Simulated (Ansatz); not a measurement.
## B3As2: relaxation step by step

A trial structure of B3As2 was built thus: random cell by space group and Wyckoff sites (Cmmm, No. 65). Its size is a rough estimate.

```yaml
crystal:
  lattice:
    - [1.96547, -3.51241, 0.00000]
    - [1.96547, 3.51241, 0.00000]
    - [0.00000, 0.00000, 5.97467]
  atoms:
    - { symbol: B, position: [0.67964, 0.67964, 0.50000] }
    - { symbol: B, position: [0.32036, 0.32036, 0.50000] }
    - { symbol: B, position: [0.50000, 0.50000, 0.00000] }
    - { symbol: As, position: [0.84350, 0.15650, 0.50000] }
    - { symbol: As, position: [0.15650, 0.84350, 0.50000] }
```

Theory: DFT PBE, scalar-relativistic, plane waves, PAW in Ansatz 0.2.0. Cutoff 420 eV, Gaussian smearing, Γ-centred meshes. Cell and atoms relax first on a coarse mesh and then on a finer one. In between, the cell is made exact in the group found at 0.06 Å. In metals the finer mesh still leaves noise of several meV/atom or more. The steps can't lower the symmetry of their start. No spin polarisation.

Steps on the 6×6×4 mesh (5 atoms, 29 steps). The free energy counts from the last step; some steps are skipped; the plane-wave basis is renewed at times, which shifts energy and pressure.

| step | ΔF (meV/atom) | V (Å³/atom) | P (GPa) | largest force component (eV/Å) |
| --- | --- | --- | --- | --- |
| 1 | 3139.6 | 16.50 | 64.99 | 11.228 |
| 2 | 2300.2 | 17.73 | 39.97 | 5.501 |
| 4 | 1480.2 | 20.07 | 10.73 | 0.346 |
| 5 | 1316.6 | 20.74 | 3.63 | 0.224 |
| 7 | 1141.1 | 19.70 | -1.57 | 0.227 |
| 8 | 1077.5 | 18.64 | -1.40 | 0.146 |
| 10 | 867.0 | 16.49 | -4.49 | 0.495 |
| 11 | 700.7 | 15.39 | -4.11 | 0.376 |
| 13 | 256.7 | 13.16 | -0.08 | 1.503 |
| 14 | 150.9 | 12.06 | 8.75 | 0.652 |
| 16 | 128.3 | 12.53 | 1.55 | 0.251 |
| 17 | 120.4 | 12.71 | -0.03 | 0.053 |
| 19 | 112.6 | 12.83 | -0.67 | 0.139 |
| 20 | 112.4 | 12.72 | 0.69 | 0.074 |
| 22 | 42.2 | 12.77 | 4.68 | 0.041 |
| 23 | 18.4 | 13.15 | 3.01 | 0.117 |
| 25 | 2.7 | 13.72 | 0.13 | 0.074 |
| 26 | 2.2 | 13.85 | -0.11 | 0.038 |
| 28 | 0.1 | 13.96 | 0.16 | 0.029 |
| 29 | 0.0 | 13.96 | 0.16 | 0.029 |

The relaxed structure, after a last relaxation on the converged mesh:

```
CELL_PARAMETERS angstrom
2.28878 -5.52500 0.00000
2.28878 5.52500 0.00000
0.00000 0.00000 2.88233
ATOMIC_POSITIONS crystal
B 0.69047 0.69047 0.50000
B 0.30953 0.30953 0.50000
B 0.50000 0.50000 0.00000
As 0.85607 0.14393 0.50000
As 0.14393 0.85607 0.50000
```

The symmetry stays Cmmm (No. 65). The volume per atom shrinks by 11.6 %, from 16.5 to 14.6 Å³. The shortest distance goes from 1.41 Å (B–B) to 1.68 Å (B–B). The energy falls by about 3.2 eV/atom (the start's value is from the coarse mesh). B on a site of symmetry 2mm is surrounded by 3 B at 1.68–1.74 Å and 2 As at 2.13 Å; B on a site of symmetry mmm is surrounded by 4 B at 1.68 Å; As is surrounded by 2 B at 2.13 Å.

```json
{
  "Volume per atom": "14.6 Å³",
  "Density": "4.2 g/cm³",
  "Formation energy": "+0.36 eV/atom",
  "Gap on the 10×10×14 mesh of the 5-atom cell": "0 eV (a metal)"
}
```

Formation energies are uncorrected and refer to the elements' standard structures at the same level.

The last run used Gaussian smearing of 0.10 eV. Weakly bound directions are ill-defined at this level, which has no dispersion term. An odd number of electrons in the primitive cell allows no gap without spin; a larger cell or a magnetic state could open one. The cell is a metal run without spin; a magnetic state may lie lower. The reference form of As is held partly by dispersion forces, which this level lacks. A structure relaxed within its symmetry needn't be a true minimum. In all, the 4 runs took 13 min on 1 thread of Intel(R) Xeon(R) Processor @ 2.50GHz (Skylake/Cascade Lake), on a shared host.
